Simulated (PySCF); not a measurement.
Match the calculated data to a structure.

All candidates are C4H9N.

| technique | computed result |
| --- | --- |
| UV, first state | lowest singlet excitation: 6.14 eV (202 nm, f = 0.013) [TDDFT CAM-B3LYP/def2-SVPD] |
| Triplet | lowest triplet excitation (Tamm–Dancoff): 5.92 eV [TDA CAM-B3LYP/def2-SVPD] |
| Valence photoelectron | vertical ionisation energy: 8.94 eV [ΔSCF CAM-B3LYP/def2-SVPD] |
| Couplings | largest of the computed one-bond spin–spin couplings (means over like bonds): 13C–1H +142.6 (×4), 13C–1H +135.5 (×4), 15N–1H -65.0, 13C–13C +39.0, 13C–13C +32.0 (×2), 15N–13C -2.4 (×2) Hz [B3LYP/pcJ-1, spin–dipole term left out for some pairs] |
| 1H NMR | chemical shifts (computed TMS as zero) by class: 2.51 (4 H), 1.40 (4 H), 0.25 (1 H) ppm [GIAO HF/pcSseg-2] |
| Polarisability | 54.9 au [CAM-B3LYP/def2-SVPD] |
| XPS | C1s 290.4 (×2), C1s 291.1 (×2), N1s 404.6 eV [ΔSCF SCAN, pcX-2 on the ionised atom, pcseg-1 elsewhere, spin-free X2C] |
| NMR, other nuclei | isotropic shieldings of nuclei other than C and H, by class: 216 (1 N) ppm [GIAO HF/pcSseg-2] |
| Rotational structure | rotational constants A, B, C: 6.910, 6.726, 3.922 GHz [PBE0-D3(BJ)/def2-SVP] |
| 13C NMR | chemical shifts (computed TMS as zero) by class: 47.0 (2 C), 25.5 (2 C) ppm [GIAO HF/pcSseg-2] |

The electronic properties come from PySCF, for the isolated species, density fitting. Levels stand in brackets. One conformer (not necessarily the lowest) at the PBE0-D3(BJ)/def2-SVP geometry, without solvent, vibrations or thermal averaging. Each NMR value is the plain mean over a class of atoms that symmetry, rotation or inversion makes alike.

Task: Which candidate is it?
A. `[H]/N=C\CCC`
B. `C=CN(C)C`
C. `C1CCNC1`
D. `CNC1CC1`
E. `C=NCCC`

Result: C. It is `C1CCNC1`. Numbering: `[CH2:1]1[CH2:2][CH2:3][NH:4][CH2:5]1`. Its formula, C4H9N, gives 1 degree of unsaturation: 1 ring and 0 π bonds in the structure found. 4 carbons fall into 2 classes; from least to most shielded: ring sp3 carbon bound to nitrogen [C3/C5] (47.0 ppm, 2 C), ring CH2 carbon [C1/C2] (25.5 ppm, 2 C). Hydrogen classes from least to most shielded: 4 H on 2 like atoms (sp3 carbon bound to nitrogen), C3/C5 (2.51 ppm, a mean of values up to 0.6 ppm apart in this geometry), 4 H on 2 ring CH2 carbons, C1/C2 (1.40 ppm), 1 H on a secondary amine nitrogen, N4 (0.25 ppm). The other shieldings belong to: 216 ppm, secondary amine nitrogen [N4]. The couplings run between: +142.6 Hz, sp3 carbon bound to nitrogen [C3] and its hydrogen (with 3 like pairs); +135.5 Hz, ring CH2 carbon [C1] and its hydrogen (with 3 like pairs); -65.0 Hz, secondary amine nitrogen [N4] and its hydrogen; +39.0 Hz, ring CH2 carbon [C1] and ring CH2 carbon [C2]; +32.0 Hz, ring CH2 carbon [C1] and sp3 carbon bound to nitrogen [C5] (with 1 like pair); -2.4 Hz, secondary amine nitrogen [N4] and sp3 carbon bound to nitrogen [C3] (with 1 like pair). The core levels belong to: C1s 290.4 eV, ring CH2 carbon [C1/C2]; C1s 291.1 eV, sp3 carbon bound to nitrogen [C3/C5]; N1s 404.6 eV, secondary amine nitrogen [N4]. One atom of each topological class was ionised and stands for its class. The first electron is taken from the HOMO, whose largest Löwdin shares are 0.60 on the secondary amine nitrogen, 0.08 on each of 2 atoms of one kind (sp3 carbon bound to nitrogen) and 0.06 on the N–H hydrogen. By its constants the optimised geometry is an asymmetric top.

The others, at the same levels:
- `C=CN(C)C` fails: its computed lowest singlet excitation is 5.38 eV (231 nm, f = 0.053) (against 6.14 eV), vertical ionisation energy is 7.64 eV (against 8.94 eV) and lowest triplet excitation (Tamm–Dancoff) is 3.95 eV (against 5.92 eV).
- `CNC1CC1` fails: its computed core binding energies are C1s 290.4 (×2), C1s 291.2, C1s 291.3, N1s 404.8 eV, rotational constant A is 12.717 GHz (against 6.910 GHz) and smallest rotational constant is 2.999 GHz (against 3.922 GHz).
- `[H]/N=C\CCC` fails: its computed lowest singlet excitation is 5.37 eV (231 nm, f = 0.002) (against 6.14 eV), static isotropic polarisability is 57.6 au (against 54.9 au) and rotational constant A is 9.582 GHz (against 6.910 GHz).
- `C=NCCC` fails: its computed lowest singlet excitation is 4.91 eV (252 nm, f = 0.001) (against 6.14 eV), static isotropic polarisability is 59.1 au (against 54.9 au) and rotational constant A is 9.800 GHz (against 6.910 GHz).

Each candidate is one conformer, not necessarily the lowest. Dipoles, sizes and rotational constants follow the conformer. The torsions of the flexible species, by atom-mapped SMILES:
- `[CH2:1]=[CH:2][N:3]([CH3:4])[CH3:5]`: C1–C2–N3–C4 156°
- `[CH3:1][NH:2][CH:3]1[CH2:4][CH2:5]1`: C1–N2–C3–C4 -87°
- `[H]/[N:5]=[CH:4]\[CH2:3][CH2:2][CH3:1]`: C1–C2–C3–C4 65°, C2–C3–C4–N5 -125°
- `[CH2:1]=[N:2][CH2:3][CH2:4][CH3:5]`: C1–N2–C3–C4 -125°, N2–C3–C4–C5 65°
